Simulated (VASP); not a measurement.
Write the native input for VASP 6.6.1 that does the following.

| Quantity | Value |
| --- | --- |
| Task | relaxation of cell and atoms |
| Functional | AM05 |
| Potentials or basis | VASP PAW PBE potentials, release 64 (Hf_pv, C) |
| Cutoff | 600 eV |
| k mesh | 10 × 10 × 10 |
| Occupations | fermi-dirac, width 0.05 eV |
| Spin | no spin polarisation |
| Further INCAR settings | ALGO = Fast; EDIFF = 1e-07; IBRION = 2; EDIFFG = -0.02; NSW = 40; ISIF = 3 |

The structure of HfC lies in POSCAR:

```
HfC
1.0
    0.0000000000      2.3250000000      2.3250000000
    2.3250000000      0.0000000000      2.3250000000
    2.3250000000      2.3250000000      0.0000000000
Hf C
1 1
Direct
    0.5000000000      0.5000000000      0.5000000000
    0.0000000000      0.0000000000      0.0000000000
```

One way to write it, as run:

INCAR

```
SYSTEM = HfC
PREC     = Accurate       ! precision mode
ENCUT    = 600            ! plane-wave cutoff, eV
EDIFF    = 1E-7           ! SCF threshold, eV
ISMEAR   = -1             ! smearing method
SIGMA    = 0.05           ! smearing width, eV
LREAL    = .False.        ! projectors in reciprocal space
LASPH    = .True.         ! aspherical terms in the spheres
NELM     = 80             ! most SCF steps
ALGO     = Fast           ! electronic algorithm
ISIF     = 3              ! what is computed and relaxed
LWAVE    = .False.        ! write WAVECAR
LCHARG   = .False.        ! write CHGCAR
GGA      = AM             ! functional
IBRION   = 2              ! ionic algorithm
NSW      = 40             ! ionic steps
EDIFFG   = -0.02          ! ionic threshold
```

KPOINTS

```
Automatic mesh
0
Gamma
  10 10 10
  0 0 0
```

Potentials or basis: VASP PAW PBE potentials, release 64 (Hf_pv, C).

Launch:

```console
$ cat potpaw_PBE.64/Hf_pv/POTCAR potpaw_PBE.64/C/POTCAR > POTCAR
$ mpirun -np 1 vasp_std > vasp.out
```

It gave:

```yaml
Relaxed_volume: 12.16 Å³/atom
Relaxed_cell: a = 3.252 Å, b = 3.252 Å, c = 3.252 Å, α = 60.00°, β = 60.00°, γ = 60.00°
Space_group_after_relaxing_to_0.05_Å: Fm-3m (No. 225)
Energy_gained_by_relaxing: 10.6 meV/atom
Ionic_steps: 3
Pressure_after_relaxing: -0.1 GPa
Band_gap_on_the_k_mesh: none (metal or under the smearing width)
```

Caveat: the PAW data sets were made with another functional, which shifts forces and pressure a little.

Run time: 2.3 min on 1 thread of Intel(R) Xeon(R) Platinum 8175M CPU @ 2.50GHz (Skylake/Cascade Lake), on a shared host, peak memory 0.17 GiB.
